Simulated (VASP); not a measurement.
# Ir in VASP: relaxation of the atoms with PBE

Aim: the relaxation of the atoms of Ir with PBE.

Everything below comes from runs of VASP 6.6.1. Logs are shortened: lines on timing, memory, paths and dates and some standing lists are left out, and cuts for length are marked.

**1. The slab as given**

The cell holds a slab with vacuum, 4 atoms: a = 2.719 Å, b = 2.719 Å, c = 32.303 Å, α = 90.00°, β = 90.00°, γ = 120.00°.

The cell was built by a generator and needn't be a form met in nature.

**2. Relaxation of the atoms, PBE**

The input, INCAR:

```
SYSTEM = Ir
ALGO     = Normal         ! electronic algorithm
DIPOL    = 0.5 0.5 0.500
EDIFF    = 1E-7           ! SCF threshold, eV
EDIFFG   = -0.02          ! ionic threshold
ENCUT    = 520            ! plane-wave cutoff, eV
GGA      = PE             ! functional
IBRION   = 2              ! ionic algorithm
IDIPOL   = 3            
ISIF     = 2              ! what is computed and relaxed
ISMEAR   = 1              ! smearing method
KPAR     = 2            
LASPH    = .TRUE.         ! aspherical terms in the spheres
LCHARG   = .FALSE.        ! write CHGCAR
LDIPOL   = .TRUE.       
LREAL    = .FALSE.        ! projectors in reciprocal space
LWAVE    = .FALSE.        ! write WAVECAR
NELM     = 120            ! most SCF steps
NSW      = 90             ! ionic steps
PREC     = Accurate       ! precision mode
SIGMA    = 0.1            ! smearing width, eV
```

The input, KPOINTS:

```
k-points
0
G
  14 14 1
  0 0 0
```

The input, POSCAR:

```
Ir
1.0
    2.7193470000      0.0000000000      0.0000000000
   -1.3596735000      2.3550235400      0.0000000000
    0.0000000000      0.0000000000     32.3027873700
Ir
4
Direct
    0.6666670000      0.3333330000      0.3953360900
    0.3333340000      0.6666660000      0.4651130700
    0.0000000000      1.0000000000      0.5348869300
    0.6666670000      0.3333330000      0.6046639100
```

Potentials or basis: VASP PAW PBE potentials, release 64 (Ir).

Command:

```
> cat potpaw_PBE.64/Ir/POTCAR > POTCAR
> mpirun -np 2 vasp_std > vasp.out
```

OUTCAR:

```text
SYSTEM = Ir
   EDIFF = 1E-7
   EDIFFG = -0.02
   ENCUT = 520
   GGA = PE
   IBRION = 2
   ISIF = 2
   ISMEAR = 1
   LASPH = .TRUE.
   LREAL = .FALSE.
   NELM = 120
   NSW = 90
   PREC = Accurate

 ion  position               nearest neighbor table
   1  0.667  0.333  0.395-   2 2.75   2 2.75   2 2.75
   2  0.333  0.667  0.465-   3 2.75   3 2.75   3 2.75   1 2.75   1 2.75   1 2.75
   3  0.000  0.000  0.535-   2 2.75   2 2.75   2 2.75   4 2.75   4 2.75   4 2.75
   4  0.667  0.333  0.605-   3 2.75   3 2.75   3 2.75

  LATTYP: Found a hexagonal cell.
 ALAT       =     2.7193470000
 C/A-ratio  =    11.8788765722

  Lattice vectors:

 A1 = (   2.7193470000,   0.0000000000,   0.0000000000)
 A2 = (  -1.3596735000,   2.3550235400,   0.0000000000)
 A3 = (   0.0000000000,   0.0000000000,  32.3027873700)

Analysis of symmetry for initial positions (statically):
=====================================================================
 Subroutine PRICEL returns:
 Original cell was already a primitive cell.

 Routine SETGRP: Setting up the symmetry group for a
 hexagonal supercell.

 Subroutine GETGRP returns: Found 12 space group operations
 (whereof  6 operations were pure point group operations)
 out of a pool of 24 trial point group operations.

The static configuration has the point symmetry C_3v.
 The point group associated with its full space group is D_3d.

Analysis of symmetry for dynamics (positions and initial velocities):
=====================================================================
 Subroutine PRICEL returns:
 Original cell was already a primitive cell.

 Routine SETGRP: Setting up the symmetry group for a
 hexagonal supercell.

 Subroutine GETGRP returns: Found 12 space group operations
 (whereof  6 operations were pure point group operations)
 out of a pool of 24 trial point group operations.

The dynamic configuration has the point symmetry C_3v.
 The point group associated with its full space group is D_3d.

 Subroutine INISYM returns: Found 12 space group operations
 (whereof  6 operations are pure point group operations),
 and found     1 'primitive' translations

----------------------------------------------------------------------------------------

                                     Primitive cell

  volume of cell :     206.8711

  direct lattice vectors                    reciprocal lattice vectors
     2.719347000  0.000000000  0.000000000     0.367735342  0.212312103  0.000000000
    -1.359673500  2.355023540  0.000000000     0.000000000  0.424624206  0.000000000
     0.000000000  0.000000000 32.302787370     0.000000000  0.000000000  0.030957081

  length of vectors
     2.719347000  2.719346962 32.302787370     0.424624200  0.424624206  0.030957081

  position of ions in fractional coordinates (direct lattice)
     0.666667000  0.333333000  0.395336090
     0.333334000  0.666666000  0.465113070
     0.000000000  0.000000000  0.534886930
     0.666667000  0.333333000  0.604663910

  ion indices of the primitive-cell ions
   primitive index   ion index
                 1           1
                 2           2
                 3           3
                 4           4

----------------------------------------------------------------------------------------

 KPOINTS: k-points

Automatic generation of k-mesh.
 Grid dimensions read from file:
 generate k-points for:   14   14    1

 Generating k-lattice:

  Cartesian coordinates                     Fractional coordinates (reciprocal lattice)
     0.026266810  0.015165150  0.000000000     0.071428571  0.000000000  0.000000000
     0.000000000  0.030330300  0.000000000     0.000000000  0.071428571  0.000000000
     0.000000000  0.000000000  0.030957081     0.000000000  0.000000000  1.000000000

  Length of vectors
     0.030330300  0.030330300  0.030957081

  Shift w.r.t. Gamma in fractional coordinates (k-lattice)
     0.000000000  0.000000000  0.000000000

 Subroutine IBZKPT returns following result:
 ===========================================

 Found     24 irreducible k-points:

 Following reciprocal coordinates:
            Coordinates               Weight
  0.000000  0.000000  0.000000      1.000000
  0.071429 -0.000000  0.000000      6.000000
  0.142857  0.000000  0.000000      6.000000
  0.214286  0.000000  0.000000      6.000000
  0.285714  0.000000  0.000000      6.000000
  0.357143  0.000000  0.000000      6.000000
[... 16 lines left out ...]
  0.285714  0.285714  0.000000      6.000000
  0.357143  0.285714  0.000000      6.000000
   k-points           NKPTS =     24   k-points in BZ     NKDIM =     24   number of bands    NBANDS=     22
   number of dos      NEDOS =    301   number of ions     NIONS =      4
   total plane-waves  NPLWV =  96000
   dimension x,y,z NGX =    20 NGY =   20 NGZ =  240
   dimension x,y,z NGXF=    40 NGYF=   40 NGZF=  480
   ions per type =               4
   NGX,Y,Z   is equivalent  to a cutoff of  12.23, 12.23, 12.35 a.u.
   NGXF,Y,Z  is equivalent  to a cutoff of  24.45, 24.45, 24.70 a.u.
 SYSTEM =  Ir
   PREC   = accura    normal or accurate (medium, high low for compatibility)
   ISTART =      0    job   : 0-new  1-cont  2-samecut
   ICHARG =      2    charge: 1-file 2-atom 10-const
   ISPIN  =      1    spin polarized calculation?
   LNONCOLLINEAR =      F non collinear calculations
   LSORBIT =      F    spin-orbit coupling
   LASPH  =      T    aspherical Exc in radial PAW
   ENCUT  =  520.0 eV  38.22 Ry    6.18 a.u.   5.06  5.06 60.06*2*pi/ulx,y,z
   NELM   =    120;   NELMIN=  2; NELMDL= -5     # of ELM steps
   EDIFF  = 0.1E-06   stopping-criterion for ELM
   LREAL  =      F    real-space projection
   EDIFFG = -.2E-01   stopping-criterion for IOM
   NSW    =     90    number of steps for IOM
   IBRION =      2    ionic relax: 0-MD 1-quasi-New 2-CG
   NFREE  =      1    steps in history (QN), initial steepest desc. (CG)
   ISIF   =      2    stress and relaxation
   ISYM   =      2    0-nonsym 1-usesym 2-fastsym
   POTIM  = 0.5000    time-step for ionic-motion
   TEBEG  =    0.0;   TEEND  =   0.0 temperature during run
   PSTRESS=    0.0 pullay stress
   NELECT =      36.0000    total number of electrons
   NUPDOWN=      -1.0000    fix difference up-down
   EMIN   =  10.00;   EMAX   =-10.00  energy-range for DOS
   EFERMI =   0.00;   METHOD = LEGACY
   ISMEAR =     1;   SIGMA  =   0.10  broadening in eV -4-tet -1-fermi 0-gaus
   EFERMI_NEDOS =   21; number of points for ismear=-14 and -15
   IALGO  =     38    algorithm
   IMIX   =      4    mixing-type and parameters
     AMIX     =   0.40;   BMIX     =  1.00
     AMIX_MAG =   1.60;   BMIX_MAG =  1.00
  volume/ion in A,a.u.               =      51.72       349.01
  Fermi-wavevector in a.u.,A,eV,Ry     =   0.913992  1.727194 11.366052  0.835381
  Thomas-Fermi vector in A             =   2.038567
   LORBIT       =      0    0 simple, 1 ext, 2 COOP (PROOUT), +10 PAW based schemes
   GGA     = PE    functional components
   LHFCALC =     F    Hartree Fock is set to
   AEXX    =    0.0000 exact exchange contribution
   IVDW    =     0    specifies the selected vdW correction
   LEPSILON=     F    determine dielectric tensor
   LRPA    =     F    only Hartree local field effects (RPA)
 conjugate gradient relaxation of ions
 non-spin polarized calculation
 Methfessel and Paxton  Order N= 1 SIGMA  =   0.10
  energy-cutoff  :      520.00
  volume of cell :      206.87
 maximum number of plane-waves:      5615
   NGX = 11   NGY = 11   NGZ =121

 dipolmoment           0.000000      0.000000      0.000000 electrons x Angstroem

--------------------------------------- Ionic step        1  -------------------------------------------

 number of electron      36.0000001 magnetization

 Free energy of the ion-electron system (eV)
  ---------------------------------------------------
  ext. energy  EPLUGINS =         0.00000000
  ---------------------------------------------------
  free energy    TOTEN  =       -33.58164228 eV

  energy without entropy =      -33.58241380  energy(sigma->0) =      -33.58189946

------------------------ aborting loop because EDIFF is reached ----------------------------------------

  FORCE on cell =-STRESS in cart. coord.  units (eV):
  Direction    XX          YY          ZZ          XY          YZ          ZX
  --------------------------------------------------------------------------------------
  -------------------------------------------------------------------------------------
  Total       -3.0636787     -3.0636786     -3.3049781      0.0000000      0.0000000      0.0000000
  in kB      -23.7276060    -23.7276051    -25.5964236      0.0000000      0.0000000      0.0000000
  external PRESSURE =     -24.3505449 kB  Pullay stress =       0.0000000 kB
[... 137 lines left out ...]
  energy  without entropy=      -33.6162950787  energy(sigma->0) =      -33.61528826

--------------------------------------- Ionic step        5  -------------------------------------------

 number of electron      36.0000001 magnetization

 dipolmoment           0.000000      0.000000     -0.000000 electrons x Angstroem

 Free energy of the ion-electron system (eV)
  ---------------------------------------------------
  ext. energy  EPLUGINS =         0.00000000
  ---------------------------------------------------
  free energy    TOTEN  =       -33.61501864 eV

  energy without entropy =      -33.61642047  energy(sigma->0) =      -33.61548592

 E-fermi :  -1.2193     XC(G=0):  -4.4635

 val. band max:       -1.2840337461   @ k =   0.1429   0.0000   0.0000
 cond. band min:      -1.2133367834   @ k =   0.2143   0.0714   0.0000
 fundamental gap:      0.0706969627
 Fermi energy:        -1.2192632233

 k-point     1 :       0.0000    0.0000    0.0000
  band No.  band energies     occupation
      1     -11.6437      2.00000
      2     -10.1783      2.00000
      3      -8.9509      2.00000
      4      -8.9226      2.00000
      5      -5.1694      2.00000
      6      -5.0203      2.00000
[... 589 lines left out ...]
     21       4.1305      0.00000
     22       4.2090      0.00000

------------------------ aborting loop because EDIFF is reached ----------------------------------------

 vacuum level on the upper side and lower side of the slab       (xc-potential included)        -0.008        -0.008

  FORCE on cell =-STRESS in cart. coord.  units (eV):
  Direction    XX          YY          ZZ          XY          YZ          ZX
  --------------------------------------------------------------------------------------
  -------------------------------------------------------------------------------------
  Total       -1.9924764     -1.9924763     -0.0911173      0.0000000      0.0000000      0.0000000
  in kB      -15.4313486    -15.4313480     -0.7056862      0.0000000      0.0000000      0.0000000
  external PRESSURE =     -10.5227943 kB  Pullay stress =       0.0000000 kB

 VOLUME and BASIS-vectors are now :
 -----------------------------------------------------------------------------
  energy-cutoff  :      520.00
  volume of cell :      206.87
      direct lattice vectors                 reciprocal lattice vectors
     2.719347000  0.000000000  0.000000000     0.367735342  0.212312103  0.000000000
    -1.359673500  2.355023540  0.000000000     0.000000000  0.424624206  0.000000000
     0.000000000  0.000000000 32.302787370     0.000000000  0.000000000  0.030957081
[... 10 lines left out ...]
  FREE ENERGIE OF THE ION-ELECTRON SYSTEM (eV)
  ---------------------------------------------------
  free  energy   TOTEN  =       -33.6150186394 eV

  energy  without entropy=      -33.6164204677  energy(sigma->0) =      -33.61548592

 reached required accuracy - stopping structural energy minimisation

 vacuum level on the upper side and lower side of the slab         4.318         4.318
```

Run time: 4.7 min. Hardware: 2 MPI ranks of Intel Xeon 6975P-C (Granite Rapids), shared host; peak memory 0.32 GiB.

What came out:

- Free energy: -33.6150 eV
- Energy gained by relaxing: 8.3 meV/atom
- Ionic steps: 5
- Largest force after relaxing: 0.012 eV/Å
- Band gap on the k mesh: none (metal or under the smearing width)

Forces on the atoms (eV/Å):
```
Ir   0.000  0.000  0.012
Ir   0.000  0.000 -0.009
Ir   0.000  0.000  0.009
Ir   0.000  0.000 -0.012
```

Step by step:
```csv
step,energy change (eV),largest force (eV/Å),pressure (GPa)
1,0.0000,0.4984,-2.44
2,-0.0187,0.2797,-1.95
3,-0.0255,0.3273,-1.42
4,-0.0331,0.0503,-1.12
5,-0.0334,0.0115,-1.05
```

Final structure:
```yaml
crystal:
  lattice:
    - [2.71935, 0.00000, 0.00000]
    - [-1.35967, 2.35502, 0.00000]
    - [0.00000, 0.00000, 32.30279]
  atoms:
    - { symbol: Ir, position: [0.66667, 0.33333, 0.39735] }
    - { symbol: Ir, position: [0.33333, 0.66667, 0.46564] }
    - { symbol: Ir, position: [0.00000, 0.00000, 0.53436] }
    - { symbol: Ir, position: [0.66667, 0.33333, 0.60265] }
```

Spin-orbit coupling is left out, which matters for the levels of Ir.
